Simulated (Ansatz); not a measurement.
MgO (started from an entry of an open crystallographic database) was relaxed with r2SCAN, strained in 2 ways (changes of length per length), its atoms relaxed again with r2SCAN, and run with r2SCAN in Ansatz 0.2.0. Calculated for a static, non-magnetic cell.

Isotropic -0.97 % on every length. Input:
```yaml
crystal:
  lattice:
    - [0.0, 2.0817769957, 2.0817769957]
    - [2.0817769957, 0.0, 2.0817769957]
    - [2.0817769957, 2.0817769957, 0.0]
  atoms:
    - { symbol: Mg, position: [0.0, 0.0, 0.0] }
    - { symbol: O, position: [0.5, 0.5, 0.5] }
kpoints:
  mp_grid: { grid: [10, 10, 10] }
  band_path:
    path:
      - [0.0, 0.0, 0.0]
      - [0.5, 0.0, 0.5]
      - [0.625, 0.25, 0.625]
      - [0.375, 0.375, 0.75]
      - [0.5, 0.5, 0.5]
      - [0.5, 0.25, 0.75]
    npoints: 1
hamiltonian:
  xc: r2scan
scf:
  occupations: { method: fixed }
  n_extra_bands: 4
output:
  forces: true
  stress: true
  eigenvalues: true
  write_density: true
  write_potential: true
  elf: true
  volumetric_format: npy
```

Main results, then levels in eV from the Fermi energy at the points of the path (names of the unstrained zone, bands numbered from 0):
```
Crystal: 2 atoms, lattice volume = 18.044 Å³
Basis set: ecut = 500 eV, 459 PW (Γ)
Symmetry: 48 space group operations
Space group: Fm-3m (ITA 225)
k-points: 47 of 1000
Free energy (F): -2498.326501 eV
Fermi energy:    8.152217 eV
--- Stress (GPa, compression-positive) ---
        5.192345       0.000000       0.000000
        0.000000       5.192345       0.000000
        0.000000       0.000000       5.192345
  P = ⅓ Tr σ = 5.1923 GPa (51.923 kbar)
```
```tsv
point	band_4	band_5	band_6	band_7	band_8	band_9	band_10
Γ	-18.384	0.000	0.000	0.000	5.988	17.028	17.028
X	-16.788	-4.214	-1.414	-1.414	10.090	11.519	14.694
U	-16.754	-3.608	-2.795	-1.212	11.252	13.395	14.005
K	-16.754	-3.608	-2.795	-1.212	11.252	13.395	14.005
L	-17.002	-4.758	-0.714	-0.714	9.061	14.231	17.857
W	-16.717	-3.055	-3.055	-1.837	12.952	12.952	13.847
```

The r2SCAN gap is direct at Γ: 5.99 eV. At this geometry r2SCAN finds +5.19 GPa, compression counted positive: its own equilibrium volume is larger.

Question: Uniaxial +5.31 % along y, other directions held gives these blocks instead:
```yaml
crystal:
  lattice:
    - [0.0, 2.2137931477, 2.1021680256]
    - [2.1021680256, 0.0, 2.1021680256]
    - [2.1021680256, 2.2137931477, 0.0]
  atoms:
    - { symbol: Mg, position: [0.0, 0.0, 0.0] }
    - { symbol: O, position: [0.5, 0.5, 0.5] }
```
What comes out?

Answer:
```
Crystal: 2 atoms, lattice volume = 19.566 Å³
Basis set: ecut = 500 eV, 517 PW (Γ)
Symmetry: 16 space group operations
Space group: I4/mmm (ITA 139)
k-points: 102 of 1000
Free energy (F): -2498.294006 eV
Fermi energy:    7.226711 eV
--- Stress (GPa, compression-positive) ---
       -4.509167       0.000000       0.000000
        0.000000     -11.943063       0.000000
        0.000000       0.000000      -4.509167
  P = ⅓ Tr σ = -6.9871 GPa (-69.871 kbar)
```
```tsv
point	band_4	band_5	band_6	band_7	band_8	band_9	band_10
Γ	-18.044	-0.103	-0.103	0.000	5.093	16.159	16.699
X	-16.767	-4.051	-1.229	-1.229	10.273	10.624	13.265
U	-16.697	-3.447	-2.635	-1.054	11.056	12.506	12.755
K	-16.629	-3.348	-2.644	-1.216	10.630	12.313	13.364
L	-16.872	-4.464	-0.748	-0.640	8.440	13.181	16.443
W	-16.634	-2.895	-2.782	-1.839	12.007	12.642	12.824
```
r2SCAN gives a direct gap of 5.09 eV at Γ. The mean pressure at these positions is -6.99 GPa, compression counted positive.
